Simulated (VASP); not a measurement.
**MgSe: single point with PBE**

MgSe:

```xyz
2
Lattice="0.0000 2.7545 2.7545 2.7545 0.0000 2.7545 2.7545 2.7545 0.0000" Properties=species:S:1:pos:R:3 pbc="T T T"
Mg    0.0000    0.0000    0.0000
Se    2.7545    2.7545    2.7545
```

```
Program             : VASP 6.6.1
Task                : single point
Functional          : PBE
Potentials or basis : VASP PAW PBE potentials, release 64 (Mg, Se)
Cutoff              : 520 eV
k mesh              : 8 × 8 × 8
Occupations         : gaussian, width 0.02 eV
Spin                : no spin polarisation
```

- Pressure: -0.1 GPa
- Band gap on the k mesh: 1.75 eV, indirect (least direct gap 2.39 eV)

Levels at points of the mesh, in eV from the valence-band top:
```
           k point  band 1  band 2  band 3  band 4  band 5  band 6  band 7  band 8
(0.00, 0.00, 0.00)  -12.77    0.00    0.00    0.00    2.39    7.42    7.42    7.42
(0.50, 0.00, 0.00)  -11.72   -4.78   -0.55   -0.55    3.79    6.06    6.06    8.38
(0.50, 0.50, 0.00)  -11.42   -4.10   -1.71   -1.71    1.75    4.05   11.44   11.89
```

It took 7.2 s on 1 thread of Intel(R) Xeon(R) 6975P-C (Granite Rapids), on a shared host, peak memory 0.17 GiB.

A k mesh can miss the band edges. As with any semilocal functional, this PBE gap is likely too small.
